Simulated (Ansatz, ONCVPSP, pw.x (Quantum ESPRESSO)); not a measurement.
**What a changed setting does to a pw.x run (diamond Tc)**

Potential: optimised norm-conserving Vanderbilt (ONCV), ONCVPSP 4.0.1, PBE; core [Ar] 3d10, reference 4s2 4p6 4d5.5 5s1.5; waves: 4s+5s: rc 1.75 bohr, ncon 4, nbas 9, qcut 6.4 1/bohr, 2 projectors; 4p: rc 1.65 bohr, ncon 4, nbas 7, qcut 7.1 1/bohr, 1 projector; 4d: rc 1.55 bohr, ncon 4, nbas 7, qcut 6.9 1/bohr, 2 projectors, debl 2.1 Ha; local part: polynomial inside 1.25 bohr (lpopt 5, dvloc0 1 Ha); core correction: none.

The reference run (k-mesh 8³, cutoffs 80/320 Ry, Fermi–Dirac 0.01 Ry, mixing_beta 0.4, conv_thr 1e-9, no spin) gives -0.64 GPa at 21.271 Å³/atom, where all-electron LAPW gives -0.01 GPa. This run, with its own iteration cap, changes degauss to 0.02.

```
&control
  calculation='scf', prefix='x', pseudo_dir='./', outdir='./tmp', tstress=.true., disk_io='none'
/
&system
  ibrav=0, nat=2, ntyp=1, ecutwfc=80, ecutrho=320, nbnd=24,
  occupations='smearing', smearing='fd', degauss=0.02
/
&electrons
  conv_thr=1e-09, mixing_beta=0.4, electron_maxstep=50
/
ATOMIC_SPECIES
Tc 1.0 Tc.UPF
CELL_PARAMETERS angstrom
  0.00000000 2.77074124 2.77074124
  2.77074124 0.00000000 2.77074124
  2.77074124 2.77074124 0.00000000
ATOMIC_POSITIONS crystal
Tc 0.0000 0.0000 0.0000
Tc 0.2500 0.2500 0.2500
K_POINTS automatic
8 8 8 0 0 0
```

```bash
pw.x < Tc.scf.in > Tc.scf.out
```

How does the run end?

It converges in 8 iterations; the free energy moves by -98.7 meV/atom and the pressure by +0.61 GPa. In a metal, with Fermi–Dirac smearing, F lies below its zero-width value by a term in the square of the width.

```
Message from routine setup:
     using ibrav=0 with symmetry is DISCOURAGED, use correct ibrav instead
     lattice parameter (alat)  =       7.4047  a.u.
     unit-cell volume          =     287.0876 (a.u.)^3
     number of electrons       =        30.00
     number of Kohn-Sham states=           24
     kinetic-energy cutoff     =      80.0000  Ry
     charge density cutoff     =     320.0000  Ry
     scf convergence threshold =      1.0E-09
     Exchange-correlation= PBE
     number of k points=    29  Fermi-Dirac smearing, width (Ry)=  0.0200
     iteration #  1     ecut=    80.00 Ry     beta= 0.40
     total energy              =    -325.13240949 Ry
     estimated scf accuracy    <       0.05325199 Ry
     iteration #  2     ecut=    80.00 Ry     beta= 0.40
     total energy              =    -325.13047139 Ry
     estimated scf accuracy    <       0.01507534 Ry
     iteration #  3     ecut=    80.00 Ry     beta= 0.40
     total energy              =    -325.13112918 Ry
     estimated scf accuracy    <       0.00046717 Ry
     iteration #  4     ecut=    80.00 Ry     beta= 0.40
     total energy              =    -325.13114391 Ry
     estimated scf accuracy    <       0.00005785 Ry
     iteration #  5     ecut=    80.00 Ry     beta= 0.40
     total energy              =    -325.13114833 Ry
     estimated scf accuracy    <       0.00000341 Ry
     iteration #  6     ecut=    80.00 Ry     beta= 0.40
     total energy              =    -325.13114894 Ry
     estimated scf accuracy    <       0.00000013 Ry
     iteration #  7     ecut=    80.00 Ry     beta= 0.40
     total energy              =    -325.13114897 Ry
     estimated scf accuracy    <          2.1E-09 Ry
     iteration #  8     ecut=    80.00 Ry     beta= 0.40
     the Fermi energy is    13.6243 ev
!    total energy              =    -325.13114897 Ry
     estimated scf accuracy    <          7.5E-10 Ry
     smearing contrib. (-TS)   =      -0.03953538 Ry
     The total energy is F=E-TS. E is the sum of the following terms:
     one-electron contribution =    -136.82600990 Ry
     hartree contribution      =      78.82525059 Ry
     xc contribution           =     -35.60824131 Ry
     ewald contribution        =    -231.48261295 Ry
     convergence has been achieved in   8 iterations
          total   stress  (Ry/bohr**3)                   (kbar)     P=       -0.37
     Message from routine punch:
     Nothing written, as per user request (disk_io='none')
```

The run took about 33 s on one core of a shared server CPU.
